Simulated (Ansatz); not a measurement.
# Platinum, diamond under PBE: from relaxation to bulk modulus, part 2 of 2

What does PBE give for platinum in the diamond structure? We relax it, solve it on a dense k-mesh, switch on spin-orbit coupling, then scale the cell to 7 volumes from 88 to 112 % of the relaxed one and try a fit of the equation of state. The k-meshes are 10×10×10 for the relaxation; 15×15×15 for the dense run; 9×9×9 for spin-orbit coupling; 11×11×11 for the volumes.

Ansatz 0.2.0; DFT, PBE, plane waves (420 eV) with PAW, scalar-relativistic. The steps go on from the part before.

### 5 The cell scaled to 88 % of its volume

This is Pt in the diamond structure; at room conditions it is fcc.

File input.yaml:

```yaml
crystal:
  lattice:
    - [0.0, 2.7693285283, 2.7693285283]
    - [2.7693285283, 0.0, 2.7693285283]
    - [2.7693285283, 2.7693285283, 0.0]
  atoms:
    - { symbol: Pt, position: [0.125, 0.125, 0.125] }
    - { symbol: Pt, position: [0.875, 0.875, 0.875] }
hamiltonian:
  xc: pbe
  pseudopotentials:
    kind: paw
    azcp:
      Pt: "pseudopotentials/Pt.paw.azcp"
basis:
  ecutwfc: 420
  fft_grid_basis: typed
kpoints:
  mp_grid: { grid: [11, 11, 11], shift: [0, 0, 0] }
magnetization:
  spin_polarized: false
scf:
  occupations: { method: fermi_dirac, width: 0.1 }
  lower_state_search: "off"
output:
  stress: true
```

On the command line:

```console
> ansatz run input.yaml --threads 1 --pin off --max-ram 3584MiB --backend cpu --events-out ev --progress --plain --runs-dir out
```

The log of the run, shortened:

```text
[...]
Pseudopotentials: kind: paw
Pseudopotential: Pt, paw, valence charge 18, recommended cutoff 420 eV (normal), <dir>
Functional definition: PBE
[...]
Crystal: 2 atoms, lattice volume = 42.477 Å³
Basis set: ecut = 420 eV, 869 PW (Γ)
Bands: 22, of which v1, the nominal top of the filled ones, is band 18 counted from 1 (17 counted from 0)
Symmetry: 48 space group operations
Space group: Fd-3m (ITA 227), of the structure as read, at distance tolerance 3.5e-5 Å
k-points: 56 of 1331
[...]
SCF iter   1: F=—  HF=-25043.635768 eV  |F-HF|=—  |Δ(HF+E_count)|=         —  Δρ=5.32e-3  dr2=5.15e-3  ethr=1.77e-3  ⟨swp⟩=5.1  Hψ=5140  notcnv=0
[...]
SCF iter   6: F=-25043.638843 eV  HF=-25043.638843 eV  |F-HF|=4.22e-10  |Δ(HF+E_count)|=   1.96e-8  Δρ=9.81e-7  dr2=3.98e-10  ethr=2.78e-10  ⟨swp⟩=4.0  Hψ=4124  notcnv=0
[...]
SCF converged after 6 iterations
Free energy (F): -25043.638843 eV
[...]
E sigma→0 (E₀):  -25043.573443 eV
Entropy (-TS):   -0.130800 eV (-65.400 meV/atom)
Fermi energy:    15.304181 eV
[...]
--- Stress (GPa, compression-positive) ---
       20.555795       0.000000       0.000000
        0.000000      20.555795       0.000000
        0.000000       0.000000      20.555795
  P = ⅓ Tr σ = 20.5558 GPa (205.558 kbar)
```

It took 3.9 s on 1 thread of Intel Xeon Platinum 8259CL at 2.50GHz (Skylake/Cascade Lake), shared host; peak memory 0.51 GiB.

### 6 The cell scaled to 92 % of its volume

Changes to input.yaml since step 5:

```diff
@@ -2,5 +2,5 @@
   lattice:
-    - [0.0, 2.7693285283, 2.7693285283]
-    - [2.7693285283, 0.0, 2.7693285283]
-    - [2.7693285283, 2.7693285283, 0.0]
+    - [0.0, 2.8106678846, 2.8106678846]
+    - [2.8106678846, 0.0, 2.8106678846]
+    - [2.8106678846, 2.8106678846, 0.0]
   atoms:
@@ -26 +26,5 @@
   stress: true
+  write_density: true
+  write_potential: true
+  elf: true
+  volumetric_format: npy
```

On the command line:

```console
> ansatz run input.yaml --threads 1 --pin off --max-ram 3584MiB --backend cpu --events-out ev --progress --plain --runs-dir out
```

The log of the run, shortened:

```text
[...]
Pseudopotentials: kind: paw
Pseudopotential: Pt, paw, valence charge 18, recommended cutoff 420 eV (normal), <dir>
Functional definition: PBE
[...]
Crystal: 2 atoms, lattice volume = 44.408 Å³
Basis set: ecut = 420 eV, 893 PW (Γ)
Bands: 22, of which v1, the nominal top of the filled ones, is band 18 counted from 1 (17 counted from 0)
Symmetry: 48 space group operations
Space group: Fd-3m (ITA 227), of the structure as read, at distance tolerance 3.5e-5 Å
k-points: 56 of 1331
[...]
SCF iter   1: F=—  HF=-25043.829294 eV  |F-HF|=—  |Δ(HF+E_count)|=         —  Δρ=5.09e-3  dr2=5.04e-3  ethr=1.77e-3  ⟨swp⟩=5.2  Hψ=5169  notcnv=0
[...]
SCF iter   6: F=-25043.832318 eV  HF=-25043.832318 eV  |F-HF|=5.38e-10  |Δ(HF+E_count)|=   2.25e-8  Δρ=9.95e-7  dr2=3.54e-10  ethr=2.78e-10  ⟨swp⟩=7.8  Hψ=7474  notcnv=0
the search or the solves at the SCF's close seem to have found levels that the self-consistency loop had missed (the run counts 1). By its estimate they hold under 1e-12 electrons; where the run keeps them, the occupations were computed again with them
[...]
SCF converged after 6 iterations
Free energy (F): -25043.832318 eV
[...]
E sigma→0 (E₀):  -25043.762366 eV
Entropy (-TS):   -0.139903 eV (-69.951 meV/atom)
Fermi energy:    14.315017 eV
[...]
--- Stress (GPa, compression-positive) ---
       11.917976       0.000000       0.000000
        0.000000      11.917976      -0.000000
       -0.000000      -0.000000      11.917976
  P = ⅓ Tr σ = 11.9180 GPa (119.180 kbar)
--- Band table (eV; the first three rows and the last of 56) ---
  k-point 0: bands = ["-84.4183", "-84.2860", "-38.8357", "-38.8357", "-38.8357", "-38.3413", "-38.3413", "-38.3413", "6.7079", "9.2983", "9.2983", "9.5294", "9.5294", "9.5294", "12.2305", "12.2305", "12.2305", "14.2426", "14.2426", "25.1036", "25.1576", "26.4831"]
[...]
```

Wall time 5.1 s (1 thread of Intel Xeon Platinum 8259CL at 2.50GHz (Skylake/Cascade Lake), shared host); peak memory 0.52 GiB.

The maps below are laid out on this run's own conventional cell (a, b, c = 5.621, 5.621, 5.621 Å).

Density in a lattice plane of the grid's cell (edges 5.62 and 5.62 Å, at 0.125 of the third edge), which holds Pt.

Ten even steps from '0' (0.03 e/Å³) to '9' (11.11 e/Å³):
```
000000000000000000000000
000000000000000000000000
000000000000000000000000
000000000000000000000000
000000000000012221000000
000000000000136763100000
000000000000268986200000
000000000000268986200000
000000000000136763100000
000000000000012221000000
000000000000000000000000
000000000000000000000000
000000000000000000000000
000000000000000000000000
012221000000000000000000
136763100000000000000000
268986200000000000000000
268986200000000000000000
136763100000000000000000
012221000000000000000000
```
Columns run along the first of these edges and rows up along the second, over one cell in 24 and 20 even steps from the bottom left corner. Atoms in the plane (fractional): Pt at (0.12, 0.12), Pt at (0.62, 0.62).

ELF in the same plane.

Values, 12 rows by 12 columns:
```
0.29 0.29 0.29 0.29 0.27 0.24 0.21 0.20 0.20 0.21 0.24 0.27
0.21 0.20 0.20 0.21 0.24 0.27 0.29 0.29 0.29 0.29 0.27 0.24
0.13 0.09 0.09 0.13 0.21 0.29 0.33 0.52 0.52 0.33 0.29 0.21
0.09 0.05 0.05 0.09 0.20 0.29 0.52 0.68 0.68 0.52 0.29 0.20
0.09 0.05 0.05 0.09 0.20 0.29 0.52 0.68 0.68 0.52 0.29 0.20
0.13 0.09 0.09 0.13 0.21 0.29 0.33 0.52 0.52 0.33 0.29 0.21
0.21 0.20 0.20 0.21 0.24 0.27 0.29 0.29 0.29 0.29 0.27 0.24
0.29 0.29 0.29 0.29 0.27 0.24 0.21 0.20 0.20 0.21 0.24 0.27
0.33 0.52 0.52 0.33 0.29 0.21 0.13 0.09 0.09 0.13 0.21 0.29
0.52 0.68 0.68 0.52 0.29 0.20 0.09 0.05 0.05 0.09 0.20 0.29
0.52 0.68 0.68 0.52 0.29 0.20 0.09 0.05 0.05 0.09 0.20 0.29
0.33 0.52 0.52 0.33 0.29 0.21 0.13 0.09 0.09 0.13 0.21 0.29
```
Columns run along the first of these edges and rows up along the second, over one cell in 12 and 12 even steps from the bottom left corner. Atoms in the plane (fractional): Pt at (0.12, 0.12), Pt at (0.62, 0.62).

Both are smooth fields of the valence electrons: close to the nuclei they are not physical.

### 7 The cell scaled to 96 % of its volume

Changes to input.yaml since step 6:

```diff
@@ -2,5 +2,5 @@
   lattice:
-    - [0.0, 2.8106678846, 2.8106678846]
-    - [2.8106678846, 0.0, 2.8106678846]
-    - [2.8106678846, 2.8106678846, 0.0]
+    - [0.0, 2.8508257085, 2.8508257085]
+    - [2.8508257085, 0.0, 2.8508257085]
+    - [2.8508257085, 2.8508257085, 0.0]
   atoms:
@@ -26,5 +26 @@
   stress: true
-  write_density: true
-  write_potential: true
-  elf: true
-  volumetric_format: npy
```

On the command line:

```console
> ansatz run input.yaml --threads 1 --pin off --max-ram 3584MiB --backend cpu --events-out ev --progress --plain --runs-dir out
```

The log of the run, shortened:

```text
[...]
Pseudopotentials: kind: paw
Pseudopotential: Pt, paw, valence charge 18, recommended cutoff 420 eV (normal), <dir>
Functional definition: PBE
[...]
Crystal: 2 atoms, lattice volume = 46.339 Å³
Basis set: ecut = 420 eV, 893 PW (Γ)
Bands: 22, of which v1, the nominal top of the filled ones, is band 18 counted from 1 (17 counted from 0)
Symmetry: 48 space group operations
Space group: Fd-3m (ITA 227), of the structure as read, at distance tolerance 3.6e-5 Å
k-points: 56 of 1331
[...]
SCF iter   1: F=—  HF=-25043.930717 eV  |F-HF|=—  |Δ(HF+E_count)|=         —  Δρ=4.87e-3  dr2=4.28e-3  ethr=1.77e-3  ⟨swp⟩=5.2  Hψ=5114  notcnv=0
[...]
SCF iter   6: F=-25043.933914 eV  HF=-25043.933914 eV  |F-HF|=5.49e-10  |Δ(HF+E_count)|=   2.99e-8  Δρ=1.00e-6  dr2=3.69e-10  ethr=2.78e-10  ⟨swp⟩=4.0  Hψ=4125  notcnv=0
[...]
SCF converged after 6 iterations
Free energy (F): -25043.933914 eV
[...]
E sigma→0 (E₀):  -25043.859666 eV
Entropy (-TS):   -0.148495 eV (-74.248 meV/atom)
Fermi energy:    13.413759 eV
[...]
--- Stress (GPa, compression-positive) ---
        5.228716       0.000000       0.000000
        0.000000       5.228716       0.000000
        0.000000       0.000000       5.228716
  P = ⅓ Tr σ = 5.2287 GPa (52.287 kbar)
```

Run time: 3.2 s. Hardware: 1 thread of Intel Xeon Platinum 8259CL at 2.50GHz (Skylake/Cascade Lake), shared host; peak memory 0.52 GiB.

### 8 The cell scaled to 100 % of its volume

Changes to input.yaml since step 7:

```diff
@@ -2,5 +2,5 @@
   lattice:
-    - [0.0, 2.8508257085, 2.8508257085]
-    - [2.8508257085, 0.0, 2.8508257085]
-    - [2.8508257085, 2.8508257085, 0.0]
+    - [0.0, 2.8898829689, 2.8898829689]
+    - [2.8898829689, 0.0, 2.8898829689]
+    - [2.8898829689, 2.8898829689, 0.0]
   atoms:
```

On the command line:

```console
> ansatz run input.yaml --threads 1 --pin off --max-ram 3584MiB --backend cpu --events-out ev --progress --plain --runs-dir out
```

The log of the run, shortened:

```text
[...]
Pseudopotentials: kind: paw
Pseudopotential: Pt, paw, valence charge 18, recommended cutoff 420 eV (normal), <dir>
Functional definition: PBE
[...]
Crystal: 2 atoms, lattice volume = 48.269 Å³
Basis set: ecut = 420 eV, 941 PW (Γ)
Bands: 22, of which v1, the nominal top of the filled ones, is band 18 counted from 1 (17 counted from 0)
Symmetry: 48 space group operations
Space group: Fd-3m (ITA 227), of the structure as read, at distance tolerance 3.6e-5 Å
k-points: 56 of 1331
[...]
SCF iter   1: F=—  HF=-25043.961438 eV  |F-HF|=—  |Δ(HF+E_count)|=         —  Δρ=4.68e-3  dr2=3.20e-3  ethr=1.77e-3  ⟨swp⟩=5.4  Hψ=5117  notcnv=0
[...]
SCF iter   6: F=-25043.964394 eV  HF=-25043.964394 eV  |F-HF|=3.78e-10  |Δ(HF+E_count)|=   3.85e-8  Δρ=9.01e-7  dr2=3.62e-10  ethr=2.52e-10  ⟨swp⟩=2.0  Hψ=4297  notcnv=0
[...]
SCF converged after 6 iterations
Free energy (F): -25043.964394 eV
[...]
E sigma→0 (E₀):  -25043.886127 eV
Entropy (-TS):   -0.156533 eV (-78.267 meV/atom)
Fermi energy:    12.589488 eV
[...]
--- Stress (GPa, compression-positive) ---
        0.051043      -0.000000       0.000000
       -0.000000       0.051043      -0.000000
        0.000000      -0.000000       0.051043
  P = ⅓ Tr σ = 0.0510 GPa (0.510 kbar)
```

Run time: 2.8 s. Hardware: 1 thread of Intel Xeon Platinum 8259CL at 2.50GHz (Skylake/Cascade Lake), shared host; peak memory 0.52 GiB.

### 9 The cell scaled to 104 % of its volume

Changes to input.yaml since step 8:

```diff
@@ -2,5 +2,5 @@
   lattice:
-    - [0.0, 2.8898829689, 2.8898829689]
-    - [2.8898829689, 0.0, 2.8898829689]
-    - [2.8898829689, 2.8898829689, 0.0]
+    - [0.0, 2.9279121059, 2.9279121059]
+    - [2.9279121059, 0.0, 2.9279121059]
+    - [2.9279121059, 2.9279121059, 0.0]
   atoms:
@@ -26 +26,5 @@
   stress: true
+  write_density: true
+  write_potential: true
+  elf: true
+  volumetric_format: npy
```

On the command line:

```console
> ansatz run input.yaml --threads 1 --pin off --max-ram 3584MiB --backend cpu --events-out ev --progress --plain --runs-dir out
```

The log of the run, shortened:

```text
[...]
Pseudopotentials: kind: paw
Pseudopotential: Pt, paw, valence charge 18, recommended cutoff 420 eV (normal), <dir>
Functional definition: PBE
[...]
Crystal: 2 atoms, lattice volume = 50.200 Å³
Basis set: ecut = 420 eV, 941 PW (Γ)
Bands: 22, of which v1, the nominal top of the filled ones, is band 18 counted from 1 (17 counted from 0)
Symmetry: 48 space group operations
Space group: Fd-3m (ITA 227), of the structure as read, at distance tolerance 3.7e-5 Å
k-points: 56 of 1331
[...]
SCF iter   1: F=—  HF=-25043.937379 eV  |F-HF|=—  |Δ(HF+E_count)|=         —  Δρ=4.58e-3  dr2=2.29e-3  ethr=1.77e-3  ⟨swp⟩=5.5  Hψ=5140  notcnv=0
[...]
SCF iter   6: F=-25043.939864 eV  HF=-25043.939864 eV  |F-HF|=1.89e-10  |Δ(HF+E_count)|=   5.80e-8  Δρ=7.36e-7  dr2=3.56e-10  ethr=9.01e-11  ⟨swp⟩=4.9  Hψ=7284  notcnv=0
[...]
SCF converged after 6 iterations
Free energy (F): -25043.939864 eV
[...]
E sigma→0 (E₀):  -25043.857834 eV
Entropy (-TS):   -0.164061 eV (-82.030 meV/atom)
Fermi energy:    11.832680 eV
[...]
--- Stress (GPa, compression-positive) ---
       -3.950280      -0.000000       0.000000
        0.000000      -3.950280       0.000000
       -0.000000      -0.000000      -3.950280
  P = ⅓ Tr σ = -3.9503 GPa (-39.503 kbar)
--- Band table (eV; the first three rows and the last of 56) ---
  k-point 0: bands = ["-86.4314", "-86.3543", "-40.7733", "-40.7733", "-40.7733", "-40.4401", "-40.4401", "-40.4401", "5.1584", "7.6705", "7.6705", "7.7863", "7.7863", "7.7863", "10.1163", "10.1163", "10.1163", "11.7308", "11.7308", "21.9987", "22.2660", "23.0226"]
[...]
```

Run time: 5 s. Hardware: 1 thread of Intel Xeon Platinum 8259CL at 2.50GHz (Skylake/Cascade Lake), shared host; peak memory 0.54 GiB.

### 10 The cell scaled to 108 % of its volume

Changes to input.yaml since step 9:

```diff
@@ -2,5 +2,5 @@
   lattice:
-    - [0.0, 2.9279121059, 2.9279121059]
-    - [2.9279121059, 0.0, 2.9279121059]
-    - [2.9279121059, 2.9279121059, 0.0]
+    - [0.0, 2.9649782193, 2.9649782193]
+    - [2.9649782193, 0.0, 2.9649782193]
+    - [2.9649782193, 2.9649782193, 0.0]
   atoms:
```

On the command line:

```console
> ansatz run input.yaml --threads 1 --pin off --max-ram 3584MiB --backend cpu --events-out ev --progress --plain --runs-dir out
```

The log of the run, shortened:

```text
[...]
Pseudopotentials: kind: paw
Pseudopotential: Pt, paw, valence charge 18, recommended cutoff 420 eV (normal), <dir>
Functional definition: PBE
[...]
Crystal: 2 atoms, lattice volume = 52.131 Å³
Basis set: ecut = 420 eV, 965 PW (Γ)
Bands: 22, of which v1, the nominal top of the filled ones, is band 18 counted from 1 (17 counted from 0)
Symmetry: 48 space group operations
Space group: Fd-3m (ITA 227), of the structure as read, at distance tolerance 3.7e-5 Å
k-points: 56 of 1331
[...]
SCF iter   1: F=—  HF=-25043.870562 eV  |F-HF|=—  |Δ(HF+E_count)|=         —  Δρ=4.63e-3  dr2=1.90e-3  ethr=1.77e-3  ⟨swp⟩=5.6  Hψ=5136  notcnv=0
[...]
SCF iter   6: F=-25043.872895 eV  HF=-25043.872895 eV  |F-HF|=6.37e-10  |Δ(HF+E_count)|=   6.45e-8  Δρ=7.37e-7  dr2=2.00e-10  ethr=4.25e-11  ⟨swp⟩=5.0  Hψ=7017  notcnv=0
[...]
SCF converged after 6 iterations
Free energy (F): -25043.872895 eV
[...]
E sigma→0 (E₀):  -25043.787328 eV
Entropy (-TS):   -0.171133 eV (-85.567 meV/atom)
Fermi energy:    11.135580 eV
[...]
--- Stress (GPa, compression-positive) ---
       -7.028126       0.000000       0.000000
       -0.000000      -7.028126       0.000000
        0.000000       0.000000      -7.028126
  P = ⅓ Tr σ = -7.0281 GPa (-70.281 kbar)
--- Band table (eV; the first three rows and the last of 56) ---
  k-point 0: bands = ["-86.9972", "-86.9322", "-41.3216", "-41.3216", "-41.3216", "-41.0275", "-41.0275", "-41.0275", "4.7275", "7.2077", "7.2077", "7.2966", "7.2966", "7.2966", "9.5201", "9.5201", "9.5201", "11.0265", "11.0265", "21.0557", "21.4590", "22.0240"]
[...]
```

Run time: 5.3 s. Hardware: 1 thread of Intel Xeon Platinum 8259CL at 2.50GHz (Skylake/Cascade Lake), shared host; peak memory 0.53 GiB.

### 11 The cell scaled to 112 % of its volume

Changes to input.yaml since step 10:

```diff
@@ -2,5 +2,5 @@
   lattice:
-    - [0.0, 2.9649782193, 2.9649782193]
-    - [2.9649782193, 0.0, 2.9649782193]
-    - [2.9649782193, 2.9649782193, 0.0]
+    - [0.0, 3.0011400542, 3.0011400542]
+    - [3.0011400542, 0.0, 3.0011400542]
+    - [3.0011400542, 3.0011400542, 0.0]
   atoms:
@@ -26,5 +26 @@
   stress: true
-  write_density: true
-  write_potential: true
-  elf: true
-  volumetric_format: npy
```

On the command line:

```console
> ansatz run input.yaml --threads 1 --pin off --max-ram 3584MiB --backend cpu --events-out ev --progress --plain --runs-dir out
```

The log of the run, shortened:

```text
[...]
Pseudopotentials: kind: paw
Pseudopotential: Pt, paw, valence charge 18, recommended cutoff 420 eV (normal), <dir>
Functional definition: PBE
[...]
Crystal: 2 atoms, lattice volume = 54.062 Å³
Basis set: ecut = 420 eV, 1067 PW (Γ)
Bands: 22, of which v1, the nominal top of the filled ones, is band 18 counted from 1 (17 counted from 0)
Symmetry: 48 space group operations
Space group: Fd-3m (ITA 227), of the structure as read, at distance tolerance 3.8e-5 Å
k-points: 56 of 1331
[...]
SCF iter   1: F=—  HF=-25043.771555 eV  |F-HF|=—  |Δ(HF+E_count)|=         —  Δρ=4.78e-3  dr2=1.95e-3  ethr=1.77e-3  ⟨swp⟩=5.7  Hψ=5098  notcnv=0
[...]
SCF iter   6: F=-25043.773404 eV  HF=-25043.773404 eV  |F-HF|=3.78e-9  |Δ(HF+E_count)|=   6.90e-9  Δρ=3.14e-6  dr2=6.37e-9  ethr=2.78e-10  ⟨swp⟩=4.0  Hψ=4119  notcnv=0
[...]
SCF converged after 6 iterations
Free energy (F): -25043.773404 eV
[...]
E sigma→0 (E₀):  -25043.684543 eV
Entropy (-TS):   -0.177722 eV (-88.861 meV/atom)
Fermi energy:    10.491771 eV
[...]
--- Stress (GPa, compression-positive) ---
       -9.376721      -0.000000      -0.000000
       -0.000000      -9.376721       0.000000
       -0.000000      -0.000000      -9.376721
  P = ⅓ Tr σ = -9.3767 GPa (-93.767 kbar)
```

Run time: 3.7 s. Hardware: 1 thread of Intel Xeon Platinum 8259CL at 2.50GHz (Skylake/Cascade Lake), shared host; peak memory 0.52 GiB.

### 12 Fitting the volumes

All volumes keep the relaxed shape and fractional coordinates.

```tsv
V (Å³/atom)	E − E₀ (meV/atom)	P from the stress (GPa)	P from the fit (GPa)
21.238	156.4	20.56	20.19
22.204	61.9	11.92	11.55
23.169	13.3	5.23	4.88
24.135	0.0	0.05	-0.27
25.100	14.2	-3.95	-4.25
26.065	49.4	-7.03	-7.31
27.031	100.8	-9.38	-9.65
```

A third-order Birch-Murnaghan fit gives V₀ = 24.077 Å³/atom, B₀ = 114 GPa and B₀′ = 5.4; it misses no point by more than 0.02 meV/atom.

Fit and stress differ a little: one follows E(σ → 0), the other the smeared free energy.

### 13 Results

The summary covers parts 1 to 2.

| quantity | value |
| --- | --- |
| space group (spins left aside) | Fd-3m (No. 227) |
| conventional cell | a = 5.780 Å |
| volume | 24.135 Å³/atom |
| shortest distance | 2.503 Å |
| gap on the mesh | none (levels filled in part) |
| relative to fcc | +1074 meV/atom |
| V₀, B₀, B₀′ | 24.077 Å³/atom, 114 GPa, 5.4 |

**Reading.** From the guessed start the volume grew by 18.4 % in 6 steps. It lies 1074 meV/atom above the element's reference form at the same level (fcc, from a run of its own), so it is far from stable. No gap shows: it is a metal or semimetal at this level. Totals with and without spin-orbit coupling (-34.6 eV/atom apart) can't be read as binding, since the two-component data shift the zero of energy. The fitted modulus is 114 GPa. The symmetry was held, so the structure may be unstable against distortions that break it.
